Lead sulfide and magnesium sulfide share the rocksalt structure: every atom has six neighbours of the other kind, and the cell is a cube. What does replacing magnesium by lead do to the band gap, and how heavy are the electrons and holes at its edges? The table gives the calculated answer for MgS and four other sulfides, and leaves the results for PbS open.

Binary sulfides, each relaxed within the symmetry of its starting structure with Ansatz 0.2.0 (PBE, plane-wave PAW, scalar-relativistic, no spin polarisation, cutoff 420 eV, Gaussian smearing of 0.02 eV). Gaps are taken over the whole Brillouin zone, and masses at the band edges along the Cartesian axes. Valence electrons include the d shell for groups 3 to 12.

| formula | space group | volume per atom (Å³) | shortest distance (Å) | pair at the shortest distance | valence electrons an atom | neighbours of the non-metal within 15 % of its shortest distance | k mesh | band gap (eV) | gap kind | lightest electron mass (electron mass) | lightest hole mass (electron mass) | heaviest electron mass (electron mass) | heaviest hole mass (electron mass) |
| --- | --- | --- | --- | --- | --- | --- | --- | --- | --- | --- | --- | --- | --- |
| PbS | Fm-3m | 27.12 | 3.005 | Pb-S | 5.00 | 6 | 10×10×10 | ? | ? | ? | ? | ? | ? |
| CdS | P6_3mc | 26.04 | 2.565 | Cd-S | 9.00 | 4 | 6×6×4 | 1.112 | direct | 0.119 | 0.130 | 0.128 | 1.76 |
| MoS2 | P6_3/mmc | 21.59 | 2.413 | Mo-S | 6.00 | 3 | 12×12×2 | 1.436 | indirect | 0.388 | 0.945 | 0.530 | 1.65 |
| PtS2 | P-3m1 | 23.94 | 2.402 | Pt-S | 7.33 | 3 | 12×12×4 | 1.465 | indirect | 0.252 | 0.614 | 0.954 | 1.82 |
| WS2 | P6_3/mmc | 21.79 | 2.420 | S-W | 6.00 | 3 | 12×12×2 | 1.627 | indirect | 0.292 | 0.860 | 0.316 | 1.47 |
| MgS | Fm-3m | 17.88 | 2.615 | Mg-S | 4.00 | 6 | 8×8×8 | 2.758 | indirect | 0.293 | 0.249 | 0.524 | 0.968 |

A mass here measures how sharply a band curves at its edge. A light electron sits in a sharply curved band and is easily accelerated. The heaviest electron masses printed for MoS2 and WS2 hold only within the layers: across them the band is almost flat, and that far larger mass is left out of the table. Among the known rows CdS has both the smallest gap and the lightest electrons, which suggests that a small gap makes a small mass. That is half of the story, and PbS is a good place to find the other half.

The gap comes first. A simple rule lets gaps shrink with the inverse square of the bond length. Applied to MgS and stretched to the longer bond of PbS, it gives about 2.1 eV. I don't trust it, because PbS has ten valence electrons per formula unit where MgS has eight.

The two extra electrons fill the 6s shell of lead. By standard chemistry this shell pushes the sulfur 3p states upwards, most strongly at L, the point where the cube diagonal meets the boundary of the Brillouin zone. The lowest empty states there are mainly lead 6p. Both edges should therefore lie at L, with a much smaller gap than bond length alone suggests.

The table can't supply the size of that gap. I start from a measured value of roughly 0.4 eV, a recalled figure. PBE usually makes gaps too small, while leaving out spin-orbit coupling makes this one too large, since that coupling would lower the lead 6p edge. The two errors oppose each other, and I take 0.45 eV with a wide range.

The masses follow from a picture of two bands. Exactly at the edges the two states don't mix. A small step away in momentum mixes them, and they push each other apart in energy, the more strongly the closer they lie. With $E_g$ for the gap, $E_P$ for the strength of the coupling expressed as an energy, and masses in units of the free electron mass, the average inverse mass of electron and hole is

$$\frac12\left(\frac1{m_e}+\frac1{m_h}\right)=\frac{E_P}{E_g}.$$

CdS provides the coupling. Within its hexagonal plane the electron mass is 0.128 and the light-hole mass 0.130, so the two bands are nearly mirror images. Two bands alone would make the electron somewhat lighter than the hole, and taking the average evens this out. With the CdS gap of 1.112 eV,

$$E_P=1.112\times\frac12\left(\frac1{0.128}+\frac1{0.130}\right)\approx 8.6\ \text{eV}.$$

Can this value be carried over to another sulfide? For electrons alone the picture gives $E_P=E_g(1/m_e-1)$. The electrons of MgS then yield about 10.6 eV if one uses the vertical gap at X, where they sit, instead of the smaller indirect gap. The same estimate at the electron edges of MoS2 and WS2 gives only 2.6 and 4.4 eV. Those edges are mainly metal d states, which couple more weakly to the bands below. I borrow the CdS value for the s and p edges of PbS, but nothing here shows that it carries over.

The mass also depends on direction. At L, without spin-orbit coupling, momentum along the cube diagonal couples the two edge states, whereas momentum across it couples each of them only to bands further away. The masses in the table are taken along the cube edges, and each cube edge makes the same angle with the diagonal. The squared cosine of that angle is one third, so

$$\frac1m=\frac13\left(\frac{E_P}{E_g}+\frac{2}{m_\perp}\right),$$

where $m_\perp$ is the mass across the diagonal. I guess $1/m_\perp=2$, on the assumption that the coupling to those other bands is weak. The forecast gap then gives

$$\frac1m=\frac13\left(\frac{8.6}{0.45}+4\right)\approx 7.7,\qquad m\approx 0.13.$$

The same geometry makes a sharper prediction. If each edge is a single band at L, the three cube axes are equivalent, and the heaviest and lightest masses of each carrier must coincide. MgS behaves differently. Its electron valley at X points along one cube edge, and its heaviest electron mass is 1.8 times the lightest. Its holes sit at the zone centre, where one light and two heavy bands meet, and there the ratio is 3.9.

The forecasts for PbS are these:

- The gap is 0.45 eV, within 0.2 to 0.8 eV, and direct, at L.
- The lightest electron and hole masses are both 0.13, within 0.07 to 0.25.
- The ratio of electron mass to hole mass lies between 0.67 and 1.5.
- The heaviest mass equals the lightest for each carrier.

The withheld rows as computed:

| formula | space group | volume per atom (Å³) | shortest distance (Å) | pair at the shortest distance | valence electrons an atom | neighbours of the non-metal within 15 % of its shortest distance | k mesh | band gap (eV) | gap kind | lightest electron mass (electron mass) | lightest hole mass (electron mass) | heaviest electron mass (electron mass) | heaviest hole mass (electron mass) |
| --- | --- | --- | --- | --- | --- | --- | --- | --- | --- | --- | --- | --- | --- |
| PbS | Fm-3m | 27.12 | 3.005 | Pb-S | 5.00 | 6 | 10×10×10 | 0.493 | direct | 0.161 | 0.149 | 0.161 | 0.149 |

The gap comes out at 0.49 eV, inside the range and 0.04 eV above the forecast. The bond-length rule is too high by a factor of four. This shows that bond length alone doesn't carry MgS over to PbS; that the lead 6s shell is the reason remains an argument from chemistry. The gap is direct, and the run places both edges at L, as forecast. The run itself carries no warning. There is a general caution, from the data makers' tests on other systems, that a band crossing between the sampled points can be missed, so strictly the gap holds for the points that were examined.

The computed gap lies close to the measured one, but that doesn't make it accurate. The recalled value belongs to room temperature, and the gap of PbS is known to shrink on cooling, whereas the calculation holds the atoms at rest. Spin-orbit coupling is absent, and its effect on this gap is expected to be comparable with the gap itself. The agreement is therefore expected to owe much to errors that offset one another.

The heaviest and lightest masses agree to every printed digit, for electrons and for holes. This is what symmetry demands of a single band at L, and it says nothing about how strongly the bands couple.

The masses themselves are 0.161 for the electron and 0.149 for the hole. Both lie inside the range, and the forecast was too light by about 20 % and 13 % of the computed values. Part of this comes from the gap, since the same formula with the computed gap gives 0.14. The small miss that remains hides two much larger ones.

The same run gives masses in other directions, and these test the two parts of the formula separately. Straight across the diagonal the electron mass is about 0.16 and the hole mass about 0.13, where my guess meant 0.5. Combined with a direction that leans towards the diagonal, they put the masses along it at about 0.16 for the electron and 0.19 for the hole, where the forecast implied 0.05. If the curvature along the diagonal comes from the two edges alone, their coupling was taken about three times too strong. The coupling to other bands was taken far too weak. In the average over directions the two errors nearly cancelled.

Why do the other bands matter so much? At L the run has a pair of empty bands only 2.1 eV above the valence edge, and a pair of filled bands 2.1 eV below the conduction edge. Symmetry allows momentum across the diagonal to couple each edge to its pair, and this is the expected source of the light masses there. The orbitals suggest why. All these states are expected to be largely p states, sulfur 3p below the gap and lead 6p above it. Neighbouring p orbitals overlap head-on and sideways, and the two overlaps enter with opposite signs. For a step along the diagonal they partly cancel in the coupling between the edges, whereas for a step across it they reinforce each other in the coupling to the pairs. The hole gains more from its pair than the electron does. That is why the electron is the heavier by 8 % along the cube edges, although two bands that see only each other would make it the lighter.

What would have happened had I trusted the gap alone? I drew one line through the origin for the five known sulfides by least squares, with the inverse electron mass less one plotted against the inverse gap. At the forecast gap it gives PbS an electron mass of 0.078, about half the computed value. For the four indirect crystals the line uses a gap between different points of the zone, although only states at the same point couple. It also mixes d edges with s and p edges, and its layered members have gaps computed at too wide a layer spacing, because PBE lacks the dispersion forces that hold the layers together. Above all, it assumes the same coupling for every pair of edges.

The comparison with CdS makes the point without any line. PbS has less than half the gap of CdS, yet its lightest tabulated electron mass is larger, 0.161 against 0.119. A small gap sharpens the bands only through the coupling between the two edges, and in PbS that coupling is weak and acts along the diagonal alone. Most of the curvature along a cube edge comes from the other bands, so the small gap helps less than one would think. For a neighbouring compound, then, one should ask three things in turn: how far apart the two edges are at the same point of the zone, in which direction they couple, and which other bands lie within a few electronvolts.

The forecast masses fell inside their range, yet the coupling strengths behind them were wrong. Three equal masses along the cube edges fix only the combination in the formula, so a strong coupling with a heavy $m_\perp$ and a weaker coupling with a lighter one fit equally well. It took a mass in another direction to tell them apart. Spin-orbit coupling, absent here, is expected to mix the bands at L and to change the masses again.
